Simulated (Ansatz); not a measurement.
# C: the cost of one run

Computed with Ansatz 0.2.0 (DFT PBE+D3(BJ), scalar-relativistic, plane waves, PAW, unless a step's input says otherwise).

17 further runs of the same task are left out: 17 set aside as unsound or not needed. Runs told in other sessions of the task aren't counted.

## Step 1: The structure to begin with

The structure is trigonal, space group P-3m1 (No. 164). Conventional cell: a = 2.465 Å, b = 2.465 Å, c = 24.131 Å, α = 90.00°, β = 90.00°, γ = 120.00°. C (site symmetry 3m) is surrounded by 3 C at 1.42 Å.

Structure file:

```cif
data_structure
_symmetry_space_group_name_H-M 'P 1'
_symmetry_Int_Tables_number 1
_cell_length_a 2.4653
_cell_length_b 2.4653
_cell_length_c 24.1314
_cell_angle_alpha 90.000
_cell_angle_beta 90.000
_cell_angle_gamma 120.000
_cell_volume 127.02
loop_
_atom_site_label
_atom_site_type_symbol
_atom_site_fract_x
_atom_site_fract_y
_atom_site_fract_z
_atom_site_occupancy
C1 C 0.00000 0.00000 0.57052 1
C2 C 0.00000 0.00000 0.42948 1
C3 C 0.33333 0.66667 0.42946 1
C4 C 0.66667 0.33333 0.57054 1
```

It goes back to an entry of the Materials Project, which need not be the stable form.

This cell was relaxed beforehand with the same method: volume 31.75 Å³/atom, gap on the mesh none (metal).

## Step 3: The grid

The energy is mapped over the lattice constants a and c of the conventional cell.

- lattice constant a (and b): 7 values from 2.391 to 2.539 Å
- lattice constant c: 7 values from 21.96 to 26.30 Å

Nothing else is relaxed (fractional coordinates fixed). Energies count from the relaxed crystal. Points are written as (first, second).

(The set-up runs are not shown.)

## Step 4: Point (2.539 Å, 24.86 Å)

input.yaml

```yaml
crystal:
  lattice:
    - [2.5393, 0.0, 0.0]
    - [-1.26965, 2.1990983078, 0.0]
    - [0.0, 0.0, 24.8554]
  atoms:
    - { symbol: C, position: [0.0, 0.0, 0.5705184907] }
    - { symbol: C, position: [0.0, 0.0, 0.4294815093] }
    - { symbol: C, position: [0.3333333333, 0.6666666667, 0.4294635552] }
    - { symbol: C, position: [0.6666666667, 0.3333333333, 0.5705364448] }
basis:
  ecutwfc: 520.0
kpoints:
  mp_grid: { grid: [18, 18, 2] }
hamiltonian:
  xc: pbe
  pseudopotentials: { kind: paw, azcp: { folder: soft_1 } }
  dispersion: d3bj
scf:
  occupations: { method: gaussian, width: 0.15 }
output:
  forces: true
  stress: true
  eigenvalues: true
```

Run with:

```console
> ansatz run input.yaml --threads 2 --pin off --max-ram 4096MiB --backend cpu --events-out ev --progress --plain --runs-dir out
```

Q: Estimate wall time and peak memory on 2 threads of Arm Neoverse N1, shared host.

About 12 s, with a peak of 0.47 GiB.
